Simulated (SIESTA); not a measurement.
MgO: elastic constants with PBEsol

The system is MgO.

```
Mg O
1.0
     0.00006    2.12133    2.12133
     2.12133    0.00006    2.12133
     2.12133    2.12133    0.00006
Mg O
1 1
Direct
  0.00000 0.00000 0.00000
  0.50000 0.50000 0.50000
```

The cell is a database's computed one.

The cell isn't the ideal one: cell relaxed.

```
Program                  : SIESTA 5.4.2
Task                     : elastic constants
Functional               : PBEsol
Potentials or basis      : PseudoDojo 0.4 standard (PBEsol files)
Basis                    : DZP (energy shift 0.003 Ry; two zetas on semicore shells)
Grid cutoff              : 800 Ry
Energy shift             : 0.003 Ry
k mesh                   : 8 × 8 × 8
Occupations              : fermi-dirac, width 0.05 eV
Spin                     : no spin polarisation
force tolerance          : 0.005 eV/Å
Hamiltonian tolerance    : 0.0001 eV
density-matrix tolerance : 1e-05
```

| Quantity | Value |
| --- | --- |
| Elastic constants C11, C12, C44 | 302, 76, 149 GPa |
| Voigt bulk modulus | 152 GPa |

Elastic tensor in Voigt notation (GPa, in the Cartesian axes of the cell as first typed):
```
302  76  76   0   0   0
 76 302  76   0   0   0
 76  76 302   0   0   0
  0   0   0 149   0   0
  0   0   0   0 149   0
  0   0   0   0   0 149
```

All runs of the series together: 8.5 min on 1 thread of Intel(R) Xeon(R) Platinum 8259CL CPU @ 2.50GHz (Skylake/Cascade Lake), with other jobs on the host.

Caveat: the basis of atomic orbitals isn't converged, which shifts pressures, moduli and gaps.
